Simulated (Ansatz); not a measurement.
# Field gradients against strain in PbSe

```xyz
2
Lattice="0.0000 3.0621 3.0621 3.0621 0.0000 3.0621 3.0621 3.0621 0.0000" Properties=species:S:1:pos:R:3 pbc="T T T"
Pb    0.0000    0.0000    0.0000
Se    3.0621    3.0621    3.0621
```

Atoms are numbered in the order listed.

The cell is COD entry 9008695, as deposited and not checked against the literature; nothing was relaxed.

The calculation used Ansatz 0.2.0, DFT, PBEsol, all-electron PAW with datasets made for the crystal, scalar-relativistic.

Numerical set-up: a Γ-centred 9×9×9 k mesh, Fermi–Dirac smearing of 0.01 eV, cutoff 240 eV (chosen by the program for this cell), no spin polarisation.

The strain is applied along the Cartesian axes of the cell as listed (the other components stay zero). Fractional coordinates are held (clamped ions).

The columns are Cartesian components of the electric field gradient at the nuclei, in 10²¹ V/m².

Spin–orbit coupling is left out, which moves gradients at and beside heavy atoms by some per cent and at worst by a factor of two.

Only quantities that a quadratic follows smoothly over the whole series are listed; rougher ones are left out.

```csv
εzz,Vzz at Pb1,Vzz at Se2
-0.0100,-3.39,-0.25
0.0000,0.00,0.00
0.0100,3.26,0.21
0.0300,9.42,0.55
```

Q: Fit the series and give the gradient–strain slopes.

A: Least-squares fits y = p0 + p1 x + p2 x² to the rows give Vzz at Pb1: p1 = 333, p2 = -620; Vzz at Se2: p1 = 23.1, p2 = -150. The slopes p1 are in 10²¹ V/m² per unit strain, for clamped ions.

Q: One run, at εzz = 0.0200, is withheld. Predict its row.

A: The fits give 6.40, 0.40; the run gave 6.40, 0.40.
